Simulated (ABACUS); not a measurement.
Here is an ABACUS 3.10.1 calculation.

The input run_abacus.py:

```python
"""ABACUS run from a structure file: ASE reads it, the script writes STRU, KPT and INPUT."""
import re
import subprocess
import spglib
from ase import Atoms
from ase.io import read
from ase.units import Bohr

atoms = read("Zn.cif")
cell, frac, numbers = spglib.standardize_cell((atoms.cell[:], atoms.get_scaled_positions(), atoms.numbers), to_primitive=True, symprec=1e-4)
atoms = Atoms(numbers=numbers, cell=cell, scaled_positions=frac, pbc=True)  # the primitive cell
atoms = atoms[(-atoms.numbers).argsort(kind="stable")]  # ABACUS lists atoms element by element
pseudo = {'Zn': 'Zn.upf'}
orbital = {}
magmoms = None
kmesh = [9, 9, 9]
params = {
    'suffix': 'Zn',
    'calculation': 'scf',
    'basis_type': 'pw',
    'pseudo_dir': './',
    'symmetry': 1,
    'dft_functional': 'pbe',
    'ecutwfc': 84,
    'pseudo_rcut': 7,
    'nspin': 1,
    'nbands': 14,
    'ks_solver': 'dav',
    'smearing_method': 'fd',
    'smearing_sigma': 0.00367493,
    'scf_thr': 1e-08,
    'scf_nmax': 100,
    'mixing_type': 'broyden',
    'mixing_beta': 0.7,
    'cal_force': 1,
    'cal_stress': 1,
    'kpar': 4,
}

symbols = atoms.get_chemical_symbols()
elements = list(dict.fromkeys(symbols))
lines = ["ATOMIC_SPECIES"] + [f"{e} {atoms.get_masses()[symbols.index(e)]:.4f} {pseudo[e]}" for e in elements]
if orbital:
    lines += ["", "NUMERICAL_ORBITAL"] + [orbital[e] for e in elements]
lines += ["", "LATTICE_CONSTANT", f"{1 / Bohr:.10f}", "", "LATTICE_VECTORS"]
lines += [" ".join(f"{x:.10f}" for x in v) for v in atoms.cell]
lines += ["", "ATOMIC_POSITIONS", "Direct"]
for e in elements:
    lines += ["", e, "0.0", str(symbols.count(e))]
    for i, p in enumerate(atoms.get_scaled_positions(wrap=False)):
        if symbols[i] == e:
            mag = "" if magmoms is None else " mag " + " ".join(str(x) for x in (magmoms[i] if isinstance(magmoms[i], list) else [magmoms[i]]))
            lines.append(" ".join(f"{x:.10f}" for x in p) + " 1 1 1" + mag)
open("STRU", "w").write("\n".join(lines) + "\n")
open("KPT", "w").write("K_POINTS\n0\nGamma\n%d %d %d 0 0 0\n" % tuple(kmesh))
open("INPUT", "w").write("INPUT_PARAMETERS\n" + "".join(f"{k:<20s}{v}\n" for k, v in params.items()))

done = subprocess.run(['mpirun', '-np', '4', 'abacus'])
if done.returncode:
    raise SystemExit(done.returncode)
log = open("OUT.Zn/running_scf.log").read()
print("final energy (eV):", re.findall(r"FINAL_ETOT_IS (\S+)", log))
```

The input Zn.cif:

```cif
data_Zn
_cell_length_a 2.77861287
_cell_length_b 2.94532964
_cell_length_c 3.92955200
_cell_angle_alpha 90.00000000
_cell_angle_beta 90.00000000
_cell_angle_gamma 90.00000000
_space_group_name_H-M_alt 'Immm'
_space_group_name_Hall '-I 2 2'
_space_group_IT_number 71
loop_
_space_group_symop_operation_xyz
'x,y,z'
'-x,-y,-z'
'-x,-y,z'
'x,y,-z'
'x,-y,-z'
'-x,y,z'
'-x,y,-z'
'x,-y,z'
'x+1/2,y+1/2,z+1/2'
'-x+1/2,-y+1/2,-z+1/2'
'-x+1/2,-y+1/2,z+1/2'
'x+1/2,y+1/2,-z+1/2'
'x+1/2,-y+1/2,-z+1/2'
'-x+1/2,y+1/2,z+1/2'
'-x+1/2,y+1/2,-z+1/2'
'x+1/2,-y+1/2,z+1/2'
loop_
_atom_site_label
_atom_site_type_symbol
_atom_site_symmetry_multiplicity
_atom_site_Wyckoff_symbol
_atom_site_fract_x
_atom_site_fract_y
_atom_site_fract_z
_atom_site_occupancy
Zn1 Zn 2 a 0.0000000000 0.0000000000 0.0000000000 1
```

Potentials or basis: PseudoDojo NC SR 0.4.1 PBE standard, plane waves.

The run is started by

```bash
$ OMP_NUM_THREADS=1 python run_abacus.py > log
```

(1) Estimate the band gap on the k mesh.

(2) Predict the pressure.

## Answers

(1) none (metal or under the smearing width).

(2) -3.2 GPa.
